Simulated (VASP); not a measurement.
Input of a VASP 6.6.1 run:

Contents of INCAR:

```
ALGO = Normal
EDIFF = 1E-6
EDIFFG = -0.01
ENCUT = 520
IBRION = 2
ISIF = 2
ISMEAR = 0
KPAR = 2
LASPH = T
LCHARG = F
LREAL = F
LWAVE = F
NELM = 100
NSW = 40
PREC = Accurate
SIGMA = 0.05
```

Contents of KPOINTS:

```
k-points
0
Gamma
  10 10 8
```

The input POSCAR:

```
PtSe2
1.0
    3.7240000000      0.0000000000      0.0000000000
   -1.8620000000      3.2250786000      0.0000000000
    0.0000000000      0.0000000000      5.3151000000
Pt Se
1 2
Direct
    0.0000000000      0.0000000000      0.0000000000
    0.3333333300      0.6666666700      0.2380952400
    0.6666666700      0.3333333300      0.7619047600
```

Potentials or basis: VASP PAW LDA potentials, release 64 (Pt, Se).

Run with:

```console
$ cat potpaw_LDA.64/Pt/POTCAR potpaw_LDA.64/Se/POTCAR > POTCAR
$ mpirun -np 2 vasp_std > vasp.out
```

(1) Estimate the energy gained by relaxing.

(2) Estimate the band gap on the k mesh.

Answers

(1) 1.1 meV/atom.

(2) none (metal or under the smearing width).
